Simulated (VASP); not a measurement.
TiC:

```
Ti C
1.0
     0.00000    2.16572    2.16572
     2.16572    0.00000    2.16572
     2.16572    2.16572    0.00000
Ti C
1 1
Direct
  0.00000 0.00000 0.00000
  0.50000 0.50000 0.50000
```

The cell is a database's computed one.

| Property | Result |
| --- | --- |
| Program | VASP 6.6.1 |
| Task | single point |
| Functional | PBE |
| Potentials or basis | VASP PAW PBE potentials, release 64 (Ti_sv, C) |
| Cutoff | 520 eV |
| k mesh | 11 × 11 × 11 |
| Occupations | fermi-dirac, width 0.05 eV |
| Spin | no spin polarisation |

On this cell: pressure 0.5 GPa; largest force zero by symmetry; band gap on the k mesh none (metal or under the smearing width).

The same run follows on a disturbed copy (atoms moved at random, drawn with an rms of 0.05 Å):

```
CELL_PARAMETERS angstrom
0.00000 2.16572 2.16572
2.16572 0.00000 2.16572
2.16572 2.16572 0.00000
ATOMIC_POSITIONS crystal
Ti 0.98208 0.02153 0.99282
C 0.48439 0.50743 0.51417
```

Task: What changes?

Result: The energy (extrapolated to zero smearing) moves by +8.3 meV/atom; pressure 0.9 GPa; largest force 0.550 eV/Å; band gap on the k mesh none (metal or under the smearing width).

Forces in eV/Å, atoms in the order of the input:
```
Ti   0.147  0.474 -0.239
C   -0.147 -0.474  0.239
```

Stress tensor (GPa, compression positive):
```
 0.66 -0.13  0.07
-0.13  1.34  0.21
 0.07  0.21  0.78
```
